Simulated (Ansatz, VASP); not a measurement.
One calculation of Mn, two programs

```
CELL_PARAMETERS angstrom
0.00000 1.75128 1.75128
1.75128 0.00000 1.75128
1.75128 1.75128 0.00000
ATOMIC_POSITIONS crystal
Mn 0.00000 0.00000 0.00000
```

Alike in both runs: functional PBE; k mesh 20 × 20 × 20; occupations gaussian, width 0.1 eV; no spin polarisation.

Ansatz relaxed the structure, and its values are those at the end. VASP's run is a single point on that final structure, the one shown.

|  | VASP | Ansatz |
| --- | --- | --- |
| version | VASP 6.6.1 | Ansatz 0.2.0 |
| potentials or method | VASP PAW PBE potentials, release 64 (Mn_pv) | scalar-relativistic, plane waves, PAW |
| plane-wave cutoff (eV) | 520 | 420 |
| valence electrons in the cell | 13 | 15 |

Ansatz gave:

```
gap on the k mesh at the Fermi level (eV) : none
pressure (GPa)                            : 0.0
```

Problem. Estimate VASP's values.

Solution. gap on the k mesh at the Fermi level (eV): none; pressure (GPa): -0.1.

A gap of «none» marks a metal or a gap that the smearing closes. The two sets of potentials don't hold the same shells in valence.

Caveats: the run has no spin polarisation, though such a crystal can be magnetic. Spin polarisation is off, so any magnetic state and its effect on volume and gap are missing.
